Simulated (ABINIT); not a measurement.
Here is an ABINIT 10.8.3 (patched build) calculation.

run.abi

```
# Datasets: one volume each
ndtset 7
getwfk -1
scalecart1 3*0.9795861087
scalecart2 3*0.9864848297
scalecart3 3*0.9932883884
scalecart4 3*1.0000000000
scalecart5 3*1.0066227096
scalecart6 3*1.0131594038
scalecart7 3*1.0196128224

# Pseudopotentials
pp_dirpath "./"
pseudos "Y.GGA_PBE-ansatz.xml, N.GGA_PBE-ansatz.xml"

# Structure
acell 3.4485597718 3.4485597718 3.4485597718 Angstrom
rprim
     0.0000000000     0.7071067812     0.7071067812
     0.7071067812     0.0000000000     0.7071067812
     0.7071067812     0.7071067812     0.0000000000
ntypat 2
znucl 39 7
natom 2
typat 1 2
xred
     0.0000000000     0.0000000000     0.0000000000
     0.5000000000     0.5000000000     0.5000000000

# Plane-wave basis
ecut 19.0
pawecutdg 38.0
pawxcdev 0

# k points
kptopt 1
ngkpt 9 9 9
nshiftk 1
shiftk 0.0 0.0 0.0

# Exchange and correlation
ixc 15

# Bands and occupations
nband 12
occopt 3
tsmear 0.00183747

# SCF cycle
nstep 100
tolvrs 1.0e-9

# Output
iomode 3
prtwf 1
prtden 0
prteig 0
prtebands 0
enunit 1
```

Potentials or basis: Ansatz PAW PBE default generated set, frozen core.

Command:

```sh
$ abinit run.abi > log 2>&1
```

Task: Estimate the pressure derivative of the bulk modulus.

Result: 4.2.

Task: Estimate the equilibrium volume.

Result: 15.07 Å³/atom.

Energy against volume, from the lowest point:
| volume (Å³/atom) | energy (meV/atom) |
| --- | --- |
| 13.630 | 76.17 |
| 13.920 | 46.79 |
| 14.210 | 25.20 |
| 14.500 | 10.64 |
| 14.790 | 2.45 |
| 15.080 | 0.00 |
| 15.370 | 2.75 |

Caveat: pressures at fixed basis lie under the slope of the energies; the PAW data sets were made with another functional, which shifts forces and pressure a little; the atomic spheres overlap. Zero-point motion and thermal expansion aren't in these numbers.
